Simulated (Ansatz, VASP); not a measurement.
TiO2: VASP beside Ansatz

The input INCAR:

```
PREC = Accurate
ENCUT = 600
EDIFF = 1E-6
ISMEAR = -1
SIGMA = 0.05
LREAL = F
LASPH = T
NELM = 80
ALGO = Normal
ISIF = 3
LWAVE = F
LCHARG = F
GGA = RE
IVDW = 12
IBRION = 2
NSW = 60
EDIFFG = -0.005
```

The input KPOINTS:

```
Automatic mesh
0
Gamma
  6 6 9
```

Contents of POSCAR:

```
TiO2
1.0
    4.5998373239      0.0000000000      0.0000000000
    0.0000000000      4.5998373239      0.0000000000
    0.0000000000      0.0000000000      2.9592135600
Ti O
2 4
Direct
    0.0000000000      0.0000000000      0.5000000000
    0.5000000000      0.5000000000      0.0000000000
    0.3043213200      0.3043213200      0.5000000000
    0.1956786800      0.8043213200      0.0000000000
    0.8043213200      0.1956786800      0.0000000000
    0.6956786800      0.6956786800      0.5000000000
```

input.yaml

```yaml
crystal:
  lattice:
    - [4.5998373239, 0.0, 0.0]
    - [0.0, 4.5998373239, 0.0]
    - [0.0, 0.0, 2.95921356]
  atoms:
    - { symbol: Ti, position: [0.0, 0.0, 0.5] }
    - { symbol: Ti, position: [0.5, 0.5, 0.0] }
    - { symbol: O, position: [0.30432132, 0.30432132, 0.5] }
    - { symbol: O, position: [0.19567868, 0.80432132, 0.0] }
    - { symbol: O, position: [0.80432132, 0.19567868, 0.0] }
    - { symbol: O, position: [0.69567868, 0.69567868, 0.5] }
hamiltonian:
  xc: revpbe
  pseudopotentials: { kind: paw }
  dispersion: d3bj
kpoints:
  mp_grid: { grid: [6, 6, 9] }
scf:
  occupations: { method: fermi_dirac, width: 0.05 }
output:
  forces: true
  stress: true
  write_density: true
  write_potential: true
  elf: true
  volumetric_format: npy
relax:
  f_tol: 0.01
  max_steps: 40
  cell: { stress_tol: 0.05 }
```

The cell is a database's computed one.

Alike in both runs: task relaxation of cell and atoms; functional revPBE; dispersion D3(BJ); k mesh 6 × 6 × 9; occupations fermi-dirac, width 0.05 eV; no spin polarisation.

|  | VASP | Ansatz |
| --- | --- | --- |
| version | VASP 6.6.1 | Ansatz 0.2.0 |
| potentials or method | VASP PAW PBE potentials, release 64 (Ti_sv, O) | Ansatz PAW |
| plane-wave cutoff (eV) | 600 | 420 |
| valence electrons in the cell | 48 | 48 |

```csv
,VASP,Ansatz,Ansatz less VASP
"gap on the k mesh at the Fermi level, each at its own relaxed structure (eV)",1.85,1.88,+0.034
relaxed volume (Å³/atom),10.45,10.44,-0.014
relaxed cell length with the largest relative difference (Å),2.959,2.956,-0.0027
```

Caveats: the PAW data sets were made with another functional, which shifts forces and pressure a little (VASP); an odd mesh through Γ misses points on the zone boundary, where band edges often lie (VASP); odd divisions of the mesh miss points on the zone boundary, where band edges often lie, so the gap on the mesh can be too wide (Ansatz); the plane-wave basis is chosen anew once the cell has moved, so the energies of steps on either side of that aren't comparable (Ansatz); the pressure holds a Pulay correction of +0.7 GPa for the finite cutoff (Ansatz); the PAW data sets come from PBE, with cores solved anew for the run's functional, which leaves a small shift of forces and pressure (Ansatz). Expect the measured gap to be larger: semilocal functionals such as revPBE lack the derivative discontinuity.
